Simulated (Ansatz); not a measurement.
## What moves the field gradients of BaTiO₃?

Cell of run 1: a structure deposited in the COD, taken as it stands.

```yaml
crystal:
  lattice:
    - [2.82767, 1.63255, 2.31773]
    - [-2.82767, 1.63255, 2.31773]
    - [0.00000, -3.26511, 2.31773]
  atoms:
    - { symbol: Ba, position: [0.00000, 0.00000, 0.00000] }
    - { symbol: Ti, position: [0.48600, 0.48600, 0.48600] }
    - { symbol: O, position: [0.50840, 0.50840, 0.01850] }
    - { symbol: O, position: [0.01850, 0.50840, 0.50840] }
    - { symbol: O, position: [0.50840, 0.01850, 0.50840] }
```

Sites (sets of like atoms) are named by element and the number of their first atom in this list.

Relaxed positions (PBE, cell held):

```
CELL_PARAMETERS angstrom
2.82767 1.63255 2.31773
-2.82767 1.63255 2.31773
0.00000 -3.26511 2.31773
ATOMIC_POSITIONS crystal
Ba 0.99805 0.99805 0.99805
Ti 0.48636 0.48636 0.48636
O 0.51010 0.51010 0.01669
O 0.01669 0.51010 0.51010
O 0.51010 0.01669 0.51010
```

All runs are DFT with Ansatz 0.2.0 (plane waves and PAW, scalar-relativistic unless spin–orbit coupling is named, Γ-centred meshes, Fermi–Dirac smearing where given) in this cell.

Run 1: PBE, atoms as given; 420 eV, 8×8×8 k-points, smearing 0.02 eV.
Run 2: PBE, atoms relaxed; 420 eV, 8×8×8 k-points, smearing 0.02 eV.
Run 3: r2SCAN, at the relaxed atoms; 500 eV, 8×8×8 k-points, smearing 0.02 eV.
Run 4: PBE with spin–orbit coupling, at the relaxed atoms; 420 eV, 8×8×8 k-points, smearing 0.02 eV.
Run 5: LDA, at the relaxed atoms; 420 eV, 8×8×8 k-points, smearing 0.02 eV.
Run 6: PBEsol, at the relaxed atoms; 420 eV, 8×8×8 k-points, smearing 0.02 eV.

Question: What does each run give, and what moves the gradients most?

Answer: 

| run | Ba V_zz (η) | Ti V_zz (η) | O V_zz (η) |
| --- | --- | --- | --- |
| 1 | 0.35 (0.00) | 1.06 (0.00) | 2.13 (0.04) |
| 2 | 0.31 (0.00) | 1.07 (0.00) | 2.21 (0.01) |
| 3 | 0.35 (0.00) | 1.02 (0.00) | 2.56 (0.02) |
| 4 | 0.31 (0.00) | 1.07 (0.00) | 2.21 (0.01) |
| 5 | 0.29 (0.00) | 1.10 (0.00) | 1.94 (0.01) |
| 6 | 0.29 (0.00) | 1.06 (0.00) | 2.03 (0.01) |

V_zz in 10²¹ V/m². Against run 1, the gradient tensors on these sites move by at most 0.08 in run 2 (O), 0.44 in run 3 (O), 0.08 in run 4 (O), 0.20 in run 5 (O), 0.11 in run 6 (O). Taken one at a time, the functional (between the two that differ most) moves the tensors on these sites by up to 0.63 (largest principal value of the change, on O), the positions of the atoms (as given or relaxed) by 0.08 (O), spin–orbit coupling by 0.00.

The cell isn't the equilibrium one in runs 1, 5 (calculated pressure 5, -7 GPa), and the entry's cell may itself be off.
